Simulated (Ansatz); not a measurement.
The system is CoO.

```
CELL_PARAMETERS angstrom
1.50547 0.86918 2.43993
-1.50547 0.86918 2.43993
0.00000 -1.73837 2.43993
ATOMIC_POSITIONS crystal
Co 0.00000 0.00000 0.00000
O 0.50000 0.50000 0.50000
```

The cell is a database's computed one.

Base run:

| Item | Value |
| --- | --- |
| Program | Ansatz 0.2.0 |
| Functional | r2SCAN |
| Potentials or basis | Ansatz PAW |
| Cutoff | 500 eV (not typed: the program's choice for these potentials) |
| k mesh | 11 × 11 × 11 |
| Occupations | fermi-dirac, width 0.05 eV |
| Spin | collinear spin, ferromagnetic start |
| Starting moments | [2.0, 0.0] μB |
| Hubbard terms | Co d U = 1 eV |

Its results: band gap on the k mesh 1.06 eV, indirect (least direct gap 1.99 eV); pressure 2.1 GPa; net moment 3.00 μB per cell; site moments Co +2.62; O +0.25 μB.

The run is repeated on the same cell with these changes: hubbard terms from Co d U = 1 eV to Co d U = 5 eV. What comes out?

Band gap on the k mesh 2.25 eV, indirect (least direct gap 3.86 eV); pressure 7.5 GPa; net moment 3.00 μB per cell; site moments Co +2.68; O +0.17 μB.

Caveats: the magnetic or orbital state may not be the lowest; odd divisions of the mesh miss points on the zone boundary, where band edges often lie, so the gap on the mesh can be too wide; a cell with one magnetic atom can't hold antiferromagnetic order, which such compounds often take; the PAW data sets come from PBE, with cores solved anew for the run's functional, which leaves a small shift of forces and pressure.

A k mesh can miss the band edges.
